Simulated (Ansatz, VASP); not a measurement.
**One calculation of SiC, two programs**

```
Si C
1.0
     3.08429    0.00000    0.00000
    -1.54214    2.67107    0.00000
     0.00000    0.00000    5.06369
Si C
2 2
Direct
  0.33333 0.66667 0.00460
  0.66667 0.33333 0.50460
  0.33333 0.66667 0.38040
  0.66667 0.33333 0.88040
```

Alike in both runs: functional r2SCAN; k mesh 8 × 8 × 6; no spin polarisation.

Ansatz relaxed the structure, and its values are those at the end. VASP's run is a single point on that final structure, the one shown.

|  | VASP | Ansatz |
| --- | --- | --- |
| version | VASP 6.6.1 | Ansatz 0.2.0 |
| potentials or method | VASP PAW PBE potentials, release 64 (Si, C) | PAW with Ansatz's default frozen-core files, scalar-relativistic |
| plane-wave cutoff (eV) | 520 | 500 |
| occupations | gaussian, width 0.01 eV | fixed |
| valence electrons in the cell | 16 | 16 |

|  | VASP | Ansatz | Ansatz less VASP |
| --- | --- | --- | --- |
| gap on the k mesh at the Fermi level (eV) | 2.93 | 2.92 | -0.007 |
| pressure (GPa) | -2.2 | -2.0 | +0.17 |

Caveats: the PAW data sets were made with another functional, which shifts forces and pressure a little (VASP). A k mesh can miss the band edges.
